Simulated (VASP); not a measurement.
Write the native input for VASP 6.6.1 that does the following.

| Item | Value |
| --- | --- |
| Task | phonon dispersion |
| Functional | LDA |
| Potentials or basis | VASP PAW LDA potentials, release 64 (As) |
| Cutoff | 520 eV |
| k mesh | 2 × 2 × 2 |
| Occupations | gaussian, width 0.02 eV |
| Spin | no spin polarisation |
| Long-range dipole term | no |
| Supercell matrix | [3, 0, 0, 0, 3, 0, 0, 0, 3] |
| Further INCAR settings | LREAL = Auto; ALGO = Normal; EDIFF = 1e-07; IBRION = 6; POTIM = 0.015; NSW = 1 |

The structure of As lies in POSCAR:

```
As
1.0
    8.1110452332      0.0000000000      0.0000000000
    0.0000000000      8.1110452332      0.0000000000
    0.0000000000      0.0000000000      8.1110452332
As
27
Direct
    0.1666666667      0.1666666667      0.1666666667
    0.1666666667      0.1666666667      0.5000000000
    0.1666666667      0.1666666667      0.8333333333
    0.1666666667      0.5000000000      0.1666666667
    0.1666666667      0.5000000000      0.5000000000
    0.1666666667      0.5000000000      0.8333333333
    0.1666666667      0.8333333333      0.1666666667
    0.1666666667      0.8333333333      0.5000000000
    0.1666666667      0.8333333333      0.8333333333
    0.5000000000      0.1666666667      0.1666666667
    0.5000000000      0.1666666667      0.5000000000
    0.5000000000      0.1666666667      0.8333333333
    0.5000000000      0.5000000000      0.1666666667
    0.5000000000      0.5000000000      0.5000000000
    0.5000000000      0.5000000000      0.8333333333
    0.5000000000      0.8333333333      0.1666666667
    0.5000000000      0.8333333333      0.5000000000
    0.5000000000      0.8333333333      0.8333333333
    0.8333333333      0.1666666667      0.1666666667
    0.8333333333      0.1666666667      0.5000000000
    0.8333333333      0.1666666667      0.8333333333
    0.8333333333      0.5000000000      0.1666666667
    0.8333333333      0.5000000000      0.5000000000
    0.8333333333      0.5000000000      0.8333333333
    0.8333333333      0.8333333333      0.1666666667
    0.8333333333      0.8333333333      0.5000000000
    0.8333333333      0.8333333333      0.8333333333
```

This isn't the form of As at room conditions, which is rhombohedral.

The input as run:

INCAR

```
  ALGO = Normal
  EDIFF = 1E-7
  ENCUT = 520
  IBRION = 6
  ISIF = 2
  ISMEAR = 0
  LASPH = True
  LCHARG = False
  LPHON_DISPERSION = True
  LREAL = Auto
  LWAVE = False
  NELM = 100
  NFREE = 2
  NSW = 1
  PHON_NWRITE = -3
  POTIM = 0.015
  PREC = Accurate
  SIGMA = 0.02
```

KPOINTS

```
k-points
0
Gamma
  2 2 2
```

QPOINTS

```
path GXMGRX,MR
8
line-mode
reciprocal
 0.0000000000  0.0000000000  0.0000000000  G
 0.0000000000  0.5000000000  0.0000000000  X

 0.0000000000  0.5000000000  0.0000000000  X
 0.5000000000  0.5000000000  0.0000000000  M

 0.5000000000  0.5000000000  0.0000000000  M
 0.0000000000  0.0000000000  0.0000000000  G

 0.0000000000  0.0000000000  0.0000000000  G
 0.5000000000  0.5000000000  0.5000000000  R

 0.5000000000  0.5000000000  0.5000000000  R
 0.0000000000  0.5000000000  0.0000000000  X

 0.5000000000  0.5000000000  0.0000000000  M
 0.5000000000  0.5000000000  0.5000000000  R
```

Potentials or basis: VASP PAW LDA potentials, release 64 (As).

Launch:

```console
$ cat potpaw_LDA.64/As/POTCAR > POTCAR
$ mpirun -np 1 vasp_std > vasp.out
```

Results of the run:

```json
{
 "Highest phonon frequency": "223 cm⁻¹"
}
```

Caveat: the k mesh is coarse (spacing up to 0.39 Å⁻¹), so the values aren't converged.

Run time: 6.4 min on 1 thread of Intel(R) Xeon(R) 6975P-C (Granite Rapids), on a shared host, peak memory 0.48 GiB.
